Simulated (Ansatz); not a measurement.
# Pressure against volume: Pb

```cif
data_structure
_symmetry_space_group_name_H-M 'P 1'
_symmetry_Int_Tables_number 1
_cell_length_a 3.4289
_cell_length_b 3.4289
_cell_length_c 3.4289
_cell_angle_alpha 109.471
_cell_angle_beta 109.471
_cell_angle_gamma 109.471
_cell_volume 31.03
loop_
_atom_site_label
_atom_site_type_symbol
_atom_site_fract_x
_atom_site_fract_y
_atom_site_fract_z
_atom_site_occupancy
Pb1 Pb 0.00000 0.00000 0.00000 1
```

The runs use the primitive cell with vectors (-1.980, 1.980, 1.980), (1.980, -1.980, 1.980), (1.980, 1.980, -1.980) Å, to which the k mesh refers.

Conventional cell: a = 3.959 Å, b = 3.959 Å, c = 3.959 Å, α = 90.00°, β = 90.00°, γ = 90.00°. Pb (atom 1) is surrounded by 8 Pb at 3.43 Å.

Structure from Materials Project entry mp-22692 (possibly hypothetical), not relaxed further.

No spin–orbit coupling, which matters for the heavy atoms here.

Levels of theory: DFT, PBEsol, all-electron LAPW, scalar-relativistic (Ansatz 0.2.0); DFT, PBEsol, PAW with Ansatz's default frozen-core files, scalar-relativistic (Ansatz 0.2.0).

For LAPW: a Γ-centred 13×13×13 k mesh, Fermi–Dirac smearing of 0.08 eV, basis error target 0.25 meV/atom, no spin polarisation. PAW takes a cutoff of 420 eV at this cell (files made with PBE, cores remade for this functional). The Ansatz runs share mesh, smearing and spin set-up. Plane-wave (PAW) pressures include the program's estimate of the Pulay term.

The cell above is scaled evenly, with fractional coordinates and shape held.

(1) Estimate the equilibrium volume and bulk modulus that full-potential LAPW gives for this fixed shape.

## Answers

(1) V0 = 29.90 Å³/atom, B0 = 47 GPa, B0′ = 4.8, from a third-order Birch–Murnaghan fit to these pressures:
```csv
V/V(cell),V (Å³/atom),"P, LAPW (GPa)","P, PAW (GPa)"
0.9405,29.187,1.19,1.19
0.9700,30.103,-0.32,-0.32
1.0000,31.034,-1.59,-1.60
1.0300,31.965,-2.66,-2.67
1.0600,32.896,-3.55,-3.56
```
